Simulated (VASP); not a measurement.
# W (Im-3m) in VASP: a series of runs, part 2 of 2

VASP 6.6.1. The steps go on from the part before.

### 4 Single point, AM05 (volume scaled by 1.15)

The input, run.py:

```python
from ase.calculators.vasp import Vasp
from ase.dft.bandgap import bandgap
from ase.io import read

atoms = read('W.cif', primitive_cell=True, subtrans_included=False)
calc = Vasp(
    directory='calc',
    xc='am05',
    pp='PBE',
    setups={'base': 'minimal', 'W': '_sv'},
    prec='Accurate',
    encut=520,
    ediff=1e-06,
    ismear=-5,
    sigma=0.05,
    lreal=False,
    lasph=True,
    nelm=100,
    algo='Normal',
    isif=2,
    lwave=False,
    lcharg=False,
    kpts=[12, 12, 12],
    gamma=True,
    nbands=13,
)
atoms.calc = calc

print('energy (eV):', atoms.get_potential_energy())
print('free energy (eV):', atoms.get_potential_energy(force_consistent=True))
print('forces (eV/A):')
print(atoms.get_forces())
print('stress (eV/A^3, Voigt):', atoms.get_stress())
print('Fermi level (eV):', calc.get_fermi_level())
gap, top, bottom = bandgap(calc)
print('band gap (eV):', gap, 'from (spin, k, band)', top, 'to', bottom)
```

The input, W.cif:

```cif
data_W
_cell_length_a 3.31561265
_cell_length_b 3.31561265
_cell_length_c 3.31561265
_cell_angle_alpha 90.00000000
_cell_angle_beta 90.00000000
_cell_angle_gamma 90.00000000
_space_group_name_H-M_alt 'Im-3m'
_space_group_name_Hall '-I 4 2 3'
_space_group_IT_number 229
loop_
_space_group_symop_operation_xyz
'x,y,z'
'-x,-y,-z'
'-y,x,z'
'y,-x,-z'
'-x,-y,z'
'x,y,-z'
'y,-x,z'
'-y,x,-z'
'x,-y,-z'
'-x,y,z'
'-y,-x,-z'
'y,x,z'
'-x,y,-z'
'x,-y,z'
'y,x,-z'
'-y,-x,z'
'z,x,y'
'-z,-x,-y'
'z,-y,x'
'-z,y,-x'
'z,-x,-y'
'-z,x,y'
'z,y,-x'
'-z,-y,x'
'-z,x,-y'
'z,-x,y'
'-z,-y,-x'
'z,y,x'
'-z,-x,y'
'z,x,-y'
'-z,y,x'
'z,-y,-x'
'y,z,x'
'-y,-z,-x'
'x,z,-y'
'-x,-z,y'
'-y,z,-x'
'y,-z,x'
'-x,z,y'
'x,-z,-y'
'-y,-z,x'
'y,z,-x'
'-x,-z,-y'
'x,z,y'
'y,-z,-x'
'-y,z,x'
'x,-z,y'
'-x,z,-y'
'x+1/2,y+1/2,z+1/2'
'-x+1/2,-y+1/2,-z+1/2'
'-y+1/2,x+1/2,z+1/2'
'y+1/2,-x+1/2,-z+1/2'
'-x+1/2,-y+1/2,z+1/2'
'x+1/2,y+1/2,-z+1/2'
'y+1/2,-x+1/2,z+1/2'
'-y+1/2,x+1/2,-z+1/2'
'x+1/2,-y+1/2,-z+1/2'
'-x+1/2,y+1/2,z+1/2'
'-y+1/2,-x+1/2,-z+1/2'
'y+1/2,x+1/2,z+1/2'
'-x+1/2,y+1/2,-z+1/2'
'x+1/2,-y+1/2,z+1/2'
'y+1/2,x+1/2,-z+1/2'
'-y+1/2,-x+1/2,z+1/2'
'z+1/2,x+1/2,y+1/2'
'-z+1/2,-x+1/2,-y+1/2'
'z+1/2,-y+1/2,x+1/2'
'-z+1/2,y+1/2,-x+1/2'
'z+1/2,-x+1/2,-y+1/2'
'-z+1/2,x+1/2,y+1/2'
'z+1/2,y+1/2,-x+1/2'
'-z+1/2,-y+1/2,x+1/2'
'-z+1/2,x+1/2,-y+1/2'
'z+1/2,-x+1/2,y+1/2'
'-z+1/2,-y+1/2,-x+1/2'
'z+1/2,y+1/2,x+1/2'
'-z+1/2,-x+1/2,y+1/2'
'z+1/2,x+1/2,-y+1/2'
'-z+1/2,y+1/2,x+1/2'
'z+1/2,-y+1/2,-x+1/2'
'y+1/2,z+1/2,x+1/2'
'-y+1/2,-z+1/2,-x+1/2'
'x+1/2,z+1/2,-y+1/2'
'-x+1/2,-z+1/2,y+1/2'
'-y+1/2,z+1/2,-x+1/2'
'y+1/2,-z+1/2,x+1/2'
'-x+1/2,z+1/2,y+1/2'
'x+1/2,-z+1/2,-y+1/2'
'-y+1/2,-z+1/2,x+1/2'
'y+1/2,z+1/2,-x+1/2'
'-x+1/2,-z+1/2,-y+1/2'
'x+1/2,z+1/2,y+1/2'
'y+1/2,-z+1/2,-x+1/2'
'-y+1/2,z+1/2,x+1/2'
'x+1/2,-z+1/2,y+1/2'
'-x+1/2,z+1/2,-y+1/2'
loop_
_atom_site_label
_atom_site_type_symbol
_atom_site_symmetry_multiplicity
_atom_site_Wyckoff_symbol
_atom_site_fract_x
_atom_site_fract_y
_atom_site_fract_z
_atom_site_occupancy
W1 W 2 a 0.0000000000 0.0000000000 0.0000000000 1
```

Launch:

```
> python run.py
```

Wall time 30 s (1 thread of Intel Xeon Platinum 8375C at 2.90GHz (Ice Lake), shared host); peak memory 0.15 GiB.

The run converged. Its results:

```
Free energy            : -13.2526 eV
Pressure               : -36.2 GPa
Band gap on the k mesh : none (metal or under the smearing width)
```

Levels at points of the mesh, in eV from the Fermi level:
```csv
k point,band 4,band 5,band 6,band 7,band 8,band 9,band 10,band 11
"(0.00, 0.00, 0.00)",-38.15,-8.89,-1.04,-1.04,-1.04,1.87,1.87,14.17
"(0.50, 0.00, 0.00)",-38.15,-5.45,-2.97,0.27,1.72,2.53,4.97,8.96
"(0.50, 0.50, 0.50)",-38.72,-4.85,-4.85,4.20,4.20,4.20,7.21,7.21
```

Caveat: the PAW data sets were made with another functional, which shifts forces and pressure a little.

### 5 Relaxation of the atoms, SCAN+D4+U (cell strained at random at fixed volume)

The input, INCAR:

```
SYSTEM = W
  ALGO = Normal
  EDIFF = 1E-6
  EDIFFG = -0.02
  ENCUT = 520
  IBRION = 2
  ISIF = 2
  ISMEAR = 1
  IVDW = 13
  LASPH = .TRUE.
  LCHARG = .FALSE.
  LDAU = .TRUE.
  LDAUJ = 0.5
  LDAUL = 2
  LDAUPRINT = 1
  LDAUTYPE = 2
  LDAUU = 1
  LMAXMIX = 4
  LMIXTAU = .TRUE.
  LREAL = .FALSE.
  LWAVE = .FALSE.
  METAGGA = SCAN
  NELM = 80
  NSW = 40
  PREC = Accurate
  SIGMA = 0.1
```

The input, KPOINTS:

```
k-points
0
G
  12 12 12
  0 0 0
```

The input, POSCAR:

```
W
1.0
   -1.5063230000      1.5983260000      1.5511350000
    1.5597610000     -1.5794150000      1.5856610000
    1.5646790000      1.6377710000     -1.5322240000
W
1
Direct
   -0.0137330000     -0.0014840000      0.0253620000
```

Launch:

```
> cat potpaw_PBE.64/W_sv/POTCAR > POTCAR
> mpirun -np 1 vasp_std > vasp.out
```

It took 12 min on 1 thread of Intel Xeon Platinum 8375C at 2.90GHz (Ice Lake), shared host; peak memory 0.27 GiB.

The run converged. Its results:

```yaml
Free_energy: -69.3074 eV
Pressure_after_relaxing: -3.4 GPa
Band_gap_on_the_k_mesh: none (metal or under the smearing width)
Dispersion_energy_per_atom: -0.186 eV
```

Stress tensor (GPa, compression positive):
```
  0.85  -4.33  -3.66
 -4.33 -11.12  -0.39
 -3.66  -0.39   0.17
```

Final structure:
```
CELL_PARAMETERS angstrom
-1.50632 1.59833 1.55113
1.55976 -1.57942 1.58566
1.56468 1.63777 -1.53222
ATOMIC_POSITIONS crystal
W 0.98627 0.99852 0.02536
```

Levels at points of the mesh, in eV from the Fermi level:
```csv
k point,band 5,band 6,band 7,band 8,band 9,band 10
"(0.00, 0.00, 0.00)",-10.23,-1.87,-1.41,-0.72,2.46,3.12
"(0.50, 0.00, 0.00)",-6.57,-3.60,0.58,2.27,3.68,6.30
"(0.00, 0.50, 0.00)",-6.58,-4.16,0.67,3.19,4.12,6.34
"(0.50, 0.50, 0.00)",-6.49,-3.51,1.02,1.99,3.36,6.75
"(0.00, 0.00, 0.50)",-6.61,-3.75,0.39,2.54,3.97,6.21
"(0.50, 0.00, 0.50)",-6.48,-3.96,1.26,2.68,3.57,6.83
"(0.00, 0.50, 0.50)",-6.54,-3.56,0.77,2.15,3.53,6.56
"(0.50, 0.50, 0.50)",-5.83,-5.72,4.84,5.61,6.03,7.88
```

Eigenvalues of the final occupation matrices:
```
    site  spin  trace               eigenvalues
site 1 d     1   1.69  0.24 0.25 0.38 0.41 0.42
site 1 d     2   1.69  0.24 0.25 0.38 0.41 0.42
```

Caveat: the relaxation stopped at its first step, so nothing moved; the PAW data sets were made with another functional, which shifts forces and pressure a little; U without spin polarisation on a metal has little footing; pairwise dispersion overbinds metals, which lowers pressure and volume; the U is typed as a test and isn't derived for this compound.

### 6 Single point, PBE

The input, INCAR:

```
PREC     = Accurate       # precision mode
ENCUT    = 520            # plane-wave cutoff, eV
EDIFF    = 1E-7           # SCF threshold, eV
ISMEAR   = 0              # smearing method
SIGMA    = 0.012          # smearing width, eV
LREAL    = False          # projectors in reciprocal space
LASPH    = True           # aspherical terms in the spheres
NELM     = 100            # most SCF steps
ALGO     = Normal         # electronic algorithm
ISIF     = 2              # what is computed and relaxed
LWAVE    = False          # write WAVECAR
LCHARG   = True           # write CHGCAR
GGA      = PE             # functional
LELF     = True           # ELF
LVHAR    = True
```

The input, KPOINTS:

```
regular mesh
0
Gamma
  12 12 12
```

The input, POSCAR:

```
W
1.0
   -1.5823450000      1.5823450000      1.5823450000
    1.5823450000     -1.5823450000      1.5823450000
    1.5823450000      1.5823450000     -1.5823450000
W
1
Direct
    0.0000000000      0.0000000000      0.0000000000
```

Potentials or basis: VASP PAW PBE potentials, release 64 (W_sv).

Launch:

```
> cat potpaw_PBE.64/W_sv/POTCAR > POTCAR
> mpirun -np 1 vasp_std > vasp.out
```

Wall time 7.7 s (1 thread of Intel Xeon Platinum 8375C at 2.90GHz (Ice Lake), shared host); peak memory 0.13 GiB.

Results (log left out):

```
Free energy            : -12.9477 eV
Pressure               : 6.7 GPa
Band gap on the k mesh : none (metal or under the smearing width)
```

Levels at points of the mesh, in eV from the Fermi level:
```tsv
k point	band 3	band 4	band 5	band 6	band 7	band 8	band 9	band 10	band 11
(0.00, 0.00, 0.00)	-37.64	-37.64	-9.51	-1.11	-1.11	-1.11	2.38	2.38	14.64
(0.50, 0.00, 0.00)	-38.05	-37.64	-6.16	-3.45	0.80	2.27	3.25	6.27	11.20
(0.50, 0.50, 0.50)	-38.54	-38.54	-5.71	-5.71	5.28	5.28	5.28	8.37	8.37
```

Spin-orbit coupling is left out, which matters for the levels of W.

### 7 The runs side by side

```csv
task,level,U,cell,k mesh,cutoff (eV),smearing,grid for exact exchange (PRECFOCK),exchange at q = 0,LDAUTYPE,hund's J,mesh quality,gap on the mesh (eV),pressure (GPa),relaxed volume (Å³/atom)
relaxation of cell and atoms,r2SCAN+rVV10,-,relaxed,12 × 12 × 12,600,fermi-dirac 0.05 eV,-,-,-,-,not flagged,none,0.0,15.91
relaxation of cell and atoms,PBE0,-,relaxed,6 × 6 × 6,600,fermi-dirac 0.05 eV,Fast,default,-,-,coarse,none,0.0,15.68
single point,AM05,-,volume scaled by 1.15,12 × 12 × 12,520,tetrahedron,-,-,-,-,not flagged,none,-36.2,-
relaxation of the atoms,SCAN+D4+U,"W d U = 1 eV, J = 0.5 eV",atoms relaxed from: cell strained at random at fixed volume,12 × 12 × 12,520,methfessel-paxton 0.1 eV,-,-,2,0.5,not flagged,none,-3.4,-
single point,PBE,-,as given,12 × 12 × 12,520,gaussian 0.012 eV,-,-,-,-,not flagged,none,6.7,-
```

Alike in all rows: potentials or basis VASP PAW PBE potentials, release 64 (W_sv); no spin polarisation.

Caveats: some runs use coarse meshes; the PAW data sets were made with another functional, which shifts forces and pressure a little (some runs); pairwise dispersion overbinds metals, which lowers pressure and volume (some runs); the relaxation stopped at its first step, so nothing moved (some runs); U without spin polarisation on a metal has little footing (some runs); the U is typed as a test and isn't derived for this compound (some runs).

Total energies depend on the potentials used, so only differences within one code and one set of settings carry meaning.
